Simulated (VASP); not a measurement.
Input for VASP

**INCAR**
```
EDIFF = 1E-6
PREC = Accurate
LWAVE = F
ISMEAR = 0
ENCUT = 520
LCHARG = F
ALGO = Normal
ISIF = 2
NELM = 100
LASPH = T   # aspherical one-centre terms
SYSTEM = BeO
GGA = PE   # PBE
LREAL = F
SIGMA = 0.05   # width (eV)
```

### KPOINTS
```
kpoints
0
gamma
 3 3 2
```

File POSCAR:
```
BeO
1
    1.3500000000    -2.3382690000     0.0000000000
    1.3500000000     2.3382690000     0.0000000000
    0.0000000000     0.0000000000     4.3800000000
Be O
2 2
Direct
  0.6666670000   0.3333330000   0.5000000000
  0.3333330000   0.6666670000   0.0000000000
  0.6666670000   0.3333330000   0.8780000000
  0.3333330000   0.6666670000   0.3780000000
```

POTCAR, in this order: Be O (PBE.64 set). Program: vasp_std.

**Question.** Write an equivalent input for Quantum ESPRESSO's pw.x.

**Answer.** One equivalent input (not run):
```
&CONTROL
  calculation = 'scf'
  pseudo_dir = './pseudo'
  outdir = './out'
  tprnfor = .true.
  tstress = .true.
/
&SYSTEM
  ibrav = 0
  nat = 4
  ntyp = 2
  ecutwfc = 88
  occupations = 'smearing'
  smearing = 'gaussian'
  degauss = 0.003675
  input_dft = 'pbe'
/
&ELECTRONS
  conv_thr = 7.3e-08
  electron_maxstep = 100
/
ATOMIC_SPECIES
  Be 9.012 Be.upf
  O 15.999 O.upf
CELL_PARAMETERS angstrom
     1.3500000   -2.3382690    0.0000000
     1.3500000    2.3382690    0.0000000
     0.0000000    0.0000000    4.3800000
ATOMIC_POSITIONS crystal
  Be   0.6666670  0.3333330  0.5000000
  Be   0.3333330  0.6666670  0.0000000
  O    0.6666670  0.3333330  0.8780000
  O    0.3333330  0.6666670  0.3780000
K_POINTS automatic
  3 3 2 0 0 0
```
What does not carry over: the potentials are each code's own (VASP's PAW set, PseudoDojo norm-conserving files in pw.x), so ENCUT and ecutwfc are chosen apart and not converted; conv_thr bounds pw.x's estimated SCF error, while EDIFF bounds the energy change between steps.

The compound is BeO in the wurtzite structure. The cell was not relaxed at this level. The k-mesh is coarse (spacing up to 0.90 per Å, 2π included), so the numbers may not be converged in it. The run is one of a series of settings (KPOINTS 3×3×2 Γ-centred mesh against the base run), some of them coarse on purpose.
